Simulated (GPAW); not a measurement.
WC (Qusongite):

```xyz
2
Lattice="2.9065 0.0000 0.0000 -1.4532 2.5171 0.0000 0.0000 0.0000 2.8366" Properties=species:S:1:pos:R:3 pbc="T T T"
W     0.0000    0.0000    0.0000
C     1.4533    0.8390    1.4183
```

Base run:

- Program: GPAW 26.7.0
- Functional: r2SCAN
- Potentials or basis: GPAW PAW data sets (gpaw-data 1.2.1)
- Cutoff: 600 eV
- Basis: pw
- k mesh: 8 × 8 × 8
- Occupations: fermi-dirac, width 0.05 eV
- Spin: no spin polarisation
- Hubbard terms: W d U = 2 eV

Its results: band gap on the k mesh none (metal or under the smearing width); pressure 3.1 GPa.

Q: The run is repeated on the same cell with these changes: functional from r2SCAN to PBE; hubbard terms from W d U = 2 eV to none. What comes out?

A: Band gap on the k mesh none (metal or under the smearing width); pressure 5.4 GPa.

Several settings changed at once, so the effect can't be laid on one alone.

Caveats: the cutoff is short for stress and forces, so pressures can be off by a GPa or more; the PAW data sets were made with another functional, which shifts forces and pressure a little (some runs); U without spin polarisation on a metal has little footing (some runs); the U is typed as a test and isn't derived for this compound (some runs).
